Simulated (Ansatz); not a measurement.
# TaSi2: a prediction, then the measurements

These are results of DFT PBEsol, scalar-relativistic, plane waves, PAW in Ansatz 0.2.0, not measurements.

Cutoff 420 eV; k points 12×12×6 on the computed 9-atom cell (Γ-centred); Gaussian smearing, width 0.10 eV; no spin polarisation.

Relaxed structure, symmetry kept:

```
CELL_PARAMETERS angstrom
4.76086 0.00000 0.00000
-2.38043 4.12303 0.00000
0.00000 0.00000 6.55578
ATOMIC_POSITIONS crystal
Ta 0.50000 0.00000 0.50000
Ta 0.50000 0.50000 0.83333
Ta 0.00000 0.50000 0.16667
Si 0.15927 0.31854 0.50000
Si 0.84073 0.15927 0.83333
Si 0.68146 0.84073 0.16667
Si 0.84073 0.68146 0.50000
Si 0.15927 0.84073 0.83333
Si 0.31854 0.15927 0.16667
```

```json
{
 "Space group": "P6_222 (No. 180)",
 "Volume per atom": "14.30 Å³",
 "Formation energy from the elements' standard states (uncorrected)": "-0.583 eV/atom",
 "Kohn–Sham band gap": "none (metal)",
 "Density of states at the Fermi level": "3.18 states/eV per cell",
 "Löwdin character within 0.5 eV of the Fermi level": "Ta 5d 68 %, Si 3p 22 %, unprojected 5 %",
 "Bulk modulus": "195 GPa",
 "Its pressure derivative": "4.3",
 "Bader charges (e)": "Ta (3 in the cell) 0.78, Si (6 in the cell) -0.39"
}
```

Spin-orbit coupling is left out, which matters for the bands of heavy elements.

**Experimental background.**

From a printed reference work, monograph, for a bulk crystal of TaSi2: lattice constant a 4.7835 Å; lattice constant c 6.5698 Å.

Measured lattice constant a of TaSi2: 4.7835 Å (a printed reference work, monograph). This calculation gives 4.761 Å (-0.5 %). Measured lattice constant c of TaSi2: 6.5698 Å (a printed reference work, monograph). This calculation gives 6.556 Å (-0.2 %). The calculation is for 0 K without zero-point motion.